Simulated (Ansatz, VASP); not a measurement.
# Cu3O in VASP and in Ansatz

```
Cu O
1.0
    -2.31535    2.31535    2.31535
     2.31535   -2.31535    2.31535
     2.31535    2.31535   -2.31535
Cu O
3 1
Direct
  0.00000 0.50000 0.50000
  0.50000 0.00000 0.50000
  0.50000 0.50000 0.00000
  0.00000 0.00000 0.00000
```

Alike in both runs: functional PBE; k mesh 14 × 14 × 14; occupations gaussian, width 0.1 eV; no spin polarisation.

Ansatz relaxed the structure, and its values are those at the end. VASP's run is a single point on that final structure, the one shown.

|  | VASP | Ansatz |
| --- | --- | --- |
| version | VASP 6.6.1 | Ansatz 0.2.0 |
| potentials or method | VASP PAW PBE potentials, release 64 (Cu, O) | scalar-relativistic, plane waves, PAW |
| plane-wave cutoff (eV) | 520 | 420 |
| valence electrons in the cell | 39 | 63 |

VASP gave:

| Quantity | Value |
| --- | --- |
| gap on the k mesh at the Fermi level (eV) | none |
| pressure (GPa) | 0.3 |

Problem. Estimate Ansatz's values.

Solution. gap on the k mesh at the Fermi level (eV): none; pressure (GPa): 0.0.

A gap of «none» marks a metal or a gap that the smearing closes. The two sets of potentials don't hold the same shells in valence.

Caveats: an odd number of electrons without spin polarisation forces a metal; a magnetic or distorted state may lie lower; the run has no spin polarisation, though such a crystal can be magnetic; semilocal functionals often make such compounds metallic where correlation or magnetic order opens a gap, which also shifts bond lengths.
